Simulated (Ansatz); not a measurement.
Results of HSE06 (PAW; Ansatz, an electronic-structure program) for zinc-blende AlSb.

Settings: plane-wave cutoff 520 eV, 8×8×8 k mesh, scalar-relativistic PAW data made under PBE.

Computed at the level's own relaxed cell.

Predict the polycrystal shear modulus (Hill average), elastic constant C12, Voigt–Reuss–Hill bulk modulus, elastic constant C11 and elastic constant C44.


- polycrystal shear modulus (Hill average) = 32.8 GPa
- elastic constant C12 = 40.8 GPa
- Voigt–Reuss–Hill bulk modulus = 56.3 GPa
- elastic constant C11 = 87.2 GPa
- elastic constant C44 = 41.4 GPa

Measured, for comparison: elastic constant C12 43.4 GPa, elastic constant C11 87.7 GPa, elastic constant C44 40.8 GPa (temperature not stated, no zero-point or thermal correction; as tabulated in Oses et al. (2018), arXiv:1811.08464). Computed (rounded) less measured: elastic constant C12 -6 %, elastic constant C11 -0.6 %, elastic constant C44 +1 %. A static lattice is as a rule a little smaller and stiffer than an uncorrected measurement, which can account for part of this.

Elastic constants are with the ions relaxed.

Spin–orbit coupling is not included.

Static lattice: no zero-point or thermal effects.

The result took about 2.4 core-hours (a rough figure).
